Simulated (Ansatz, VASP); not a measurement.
CaO: VASP beside Ansatz

```
CELL_PARAMETERS angstrom
0.00000 2.39745 2.39745
2.39745 0.00000 2.39745
2.39745 2.39745 0.00000
ATOMIC_POSITIONS crystal
Ca 0.00000 0.00000 0.00000
O 0.50000 0.50000 0.50000
```

Alike in both runs: functional r2SCAN; k mesh 8 × 8 × 8; occupations gaussian, width 0.02 eV; no spin polarisation.

Ansatz relaxed the structure, and its values are those at the end. VASP's run is a single point on that final structure, the one shown.

```csv
,VASP,Ansatz
version,VASP 6.6.1,Ansatz 0.2.0
potentials or method,"VASP PAW PBE potentials, release 64 (Ca_sv, O)","scalar-relativistic, plane waves, PAW"
plane-wave cutoff (eV),520,500
valence electrons in the cell,16,16
```

Ansatz gave:

- gap on the k mesh at the Fermi level (eV): 4.20
- least direct gap on the mesh (eV): 4.57
- pressure (GPa): 0.0

Estimate VASP's values.

gap on the k mesh at the Fermi level (eV): 4.19; least direct gap on the mesh (eV): 4.56; pressure (GPa): 1.1.

With one functional, cell and mesh, what is left measures potentials, basis and numerics.

Caveats: the PAW data sets were made with another functional, which shifts forces and pressure a little (VASP). A k mesh can miss the band edges. r2SCAN opens gaps a little over a GGA but as a rule still falls short of measured ones.
